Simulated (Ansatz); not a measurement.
Sn:

```
CELL_PARAMETERS angstrom
-2.02919 2.02919 1.66076
2.02919 -2.02919 1.66076
2.02919 2.02919 -1.66076
ATOMIC_POSITIONS crystal
Sn 0.00000 0.00000 0.00000
```

This isn't the form of Sn at room conditions, which is tetragonal (white tin).

- Program: Ansatz 0.2.0
- Task: relaxation of cell and atoms
- Functional: BLYP
- Dispersion: D4
- Potentials or basis: Ansatz PAW
- Cutoff: 420 eV (not typed: the program's choice for these potentials)
- k mesh: 10 × 10 × 10
- Occupations: fermi-dirac, width 0.05 eV
- Spin: no spin polarisation

At the start: volume 27.35 Å³/atom.

Question: How do energy, volume and symmetry change on relaxing?

Answer: It ends after 4 steps and the volume is 28.00 Å³/atom (+2.4 %); space group I4/mmm (No. 139, to 0.05 Å).

The path:
| step | energy change (eV) | largest force (eV/Å) | volume (Å³) |
| --- | --- | --- | --- |
| 1 | 0.0000 | 0.0000 | 27.35 |
| 2 | -0.0022 | 0.0000 | 28.01 |
| 3 | -0.0023 | 0.0000 | 28.00 |
| 4 | -0.0024 | 0.0000 | 28.00 |

Final structure:
```
Sn
1.0
    -2.04123    2.04123    1.68016
     2.04123   -2.04123    1.68016
     2.04123    2.04123   -1.68016
Sn
1
Direct
  0.00000 0.00000 0.00000
```

Caveat: the plane-wave basis is chosen anew once the cell has moved, so the energies of steps on either side of that aren't comparable; pairwise dispersion overbinds metals, which lowers pressure and volume; the PAW data sets come from PBE, with cores solved anew for the run's functional, which leaves a small shift of forces and pressure.
